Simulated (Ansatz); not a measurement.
CuO (Tenorite):

```
Cu O
1.0
     2.34185   -1.71130    0.00000
     2.34185    1.71130    0.00000
    -0.85003    0.00000    5.05787
Cu O
2 2
Direct
  0.50000 0.00000 0.50000
  0.00000 0.50000 0.00000
  0.41840 0.58160 0.75000
  0.58160 0.41840 0.25000
```

| Property | Result |
| --- | --- |
| Program | Ansatz 0.2.0 |
| Task | relaxation of cell and atoms |
| Functional | PBEsol |
| Dispersion | D3(BJ) |
| Potentials or basis | Ansatz PAW |
| Cutoff | 420 eV (not typed: the program's choice for these potentials) |
| k mesh | 10 × 10 × 5 |
| Occupations | fermi-dirac, width 0.05 eV |
| Spin | no spin polarisation |

At the start: volume 10.13 Å³/atom.

Problem. Where does the relaxation end?

Solution. It ends after 23 steps and the volume is 10.43 Å³/atom (+2.9 %); space group P4_2/mmc (No. 131, to 0.05 Å).

Step by step:
```csv
step,energy change (eV),largest force (eV/Å),volume (Å³)
1,0.0000,0.3622,40.54
2,-0.0312,0.2774,40.01
3,-0.0594,0.0489,39.49
4,-0.0654,0.0324,39.82
5,-0.0716,0.0369,40.90
6,-0.0734,0.0011,40.78
7,-0.0734,0.0003,40.79
8,-0.0874,0.0011,40.79
9,-0.0945,0.0066,41.20
10,-0.0937,0.0081,41.59
11,-0.0949,0.0018,41.43
12,-0.1036,0.0028,41.43
13,-0.1063,0.0026,41.59
14,-0.1059,0.0007,41.69
15,-0.1063,0.0006,41.65
16,-0.1092,0.0003,41.65
17,-0.1100,0.0009,41.69
18,-0.1099,0.0002,41.70
19,-0.1106,0.0002,41.70
20,-0.1108,0.0019,41.71
21,-0.1109,0.0020,41.71
22,-0.1110,0.0018,41.72
23,-0.1109,0.0019,41.72
```

Final structure:
```cif
data_structure
_symmetry_space_group_name_H-M 'P 1'
_symmetry_Int_Tables_number 1
_cell_length_a 2.8642
_cell_length_b 2.8642
_cell_length_c 5.0854
_cell_angle_alpha 90.002
_cell_angle_beta 90.002
_cell_angle_gamma 89.619
_cell_volume 41.72
loop_
_atom_site_label
_atom_site_type_symbol
_atom_site_fract_x
_atom_site_fract_y
_atom_site_fract_z
_atom_site_occupancy
Cu1 Cu 0.50000 0.00000 0.50000 1
Cu2 Cu 0.00000 0.50000 0.00000 1
O1 O 0.50007 0.49993 0.75000 1
O2 O 0.49993 0.50007 0.25000 1
```

Caveat: the plane-wave basis is chosen anew once the cell has moved, so the energies of steps on either side of that aren't comparable; the pressure holds a Pulay correction of +0.7 GPa for the finite cutoff; the run has no spin polarisation, though such a crystal can be magnetic; pairwise dispersion overbinds metals, which lowers pressure and volume; the PAW data sets come from PBE, with cores solved anew for the run's functional, which leaves a small shift of forces and pressure.
